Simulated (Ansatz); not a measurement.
Input of an Ansatz 0.2.0 run:

The input input.yaml:

```yaml
crystal:
  lattice:
    - [0.0, 3.14647, 3.14647]
    - [3.14647, 0.0, 3.14647]
    - [3.14647, 3.14647, 0.0]
  atoms:
    - { symbol: K, position: [0.0, 0.0, 0.0] }
    - { symbol: Cl, position: [0.5, 0.5, 0.5] }
kpoints:
  mp_grid: { grid: [7, 7, 7] }
  band_path:
    path:
      - [0.0, 0.0, 0.0]
      - [0.5, 0.0, 0.5]
      - [0.5, 0.25, 0.75]
      - [0.375, 0.375, 0.75]
      - [0.0, 0.0, 0.0]
      - [0.5, 0.5, 0.5]
      - [0.625, 0.25, 0.625]
      - [0.5, 0.25, 0.75]
    npoints: 12
scf:
  occupations: { method: fermi_dirac, width: 0.05 }
hamiltonian:
  xc: pbesol
  pseudopotentials:
    kind: all_electron
    lapw: { basis_error: 0.001 }
    dirac_shells: { Cl: ["2p"], K: ["2p"] }
output:
  forces: true
  stress: true
  eigenvalues: true
```

Potentials or basis: all-electron LAPW, inner shells corrected to Dirac's equation.

Run with:

```bash
$ ansatz run input.yaml --threads 1 --pin off --max-ram 3072MiB --backend cpu --events-out ev --progress --plain --runs-dir out
```

Estimate the pressure.

-0.4 GPa.

Estimate the band gap on the k mesh.

5.03 eV, direct.

Estimate the band gap along the path.

5.03 eV, direct.

Levels at the corners of the path, in eV from the valence-band top:
| point | band 8 | band 9 | band 10 | band 11 | band 12 | band 13 | band 14 | band 15 | band 16 |
| --- | --- | --- | --- | --- | --- | --- | --- | --- | --- |
| Γ | -10.57 | -10.57 | 0.00 | 0.00 | 0.00 | 5.03 | 8.28 | 8.28 | 8.28 |
| X | -10.63 | -10.63 | -0.67 | -0.23 | -0.23 | 6.39 | 8.22 | 9.90 | 10.13 |
| W | -10.67 | -10.48 | -0.50 | -0.49 | -0.49 | 7.90 | 7.90 | 9.33 | 9.77 |
| K | -10.61 | -10.52 | -0.58 | -0.56 | -0.30 | 7.14 | 8.93 | 9.19 | 9.99 |
| Γ | -10.57 | -10.57 | 0.00 | 0.00 | 0.00 | 5.03 | 8.28 | 8.28 | 8.28 |
| L | -10.58 | -10.33 | -1.08 | -0.33 | -0.33 | 7.42 | 8.49 | 10.45 | 10.45 |
| U | -10.61 | -10.52 | -0.58 | -0.56 | -0.30 | 7.14 | 8.93 | 9.19 | 9.99 |
| W | -10.67 | -10.48 | -0.50 | -0.49 | -0.49 | 7.90 | 7.90 | 9.33 | 9.77 |

**The experiment to reproduce.**

A printed reference work, monograph reports, for a bulk crystal of KCl: band gap 8.68 eV.

Measured gap of KCl: 8.68 eV (a printed reference work, monograph). This calculation gives 5.03 eV (-3.65 eV). The value is that of PBEsol, without temperature or zero-point motion. Semilocal functionals fall short of measured gaps as a rule.
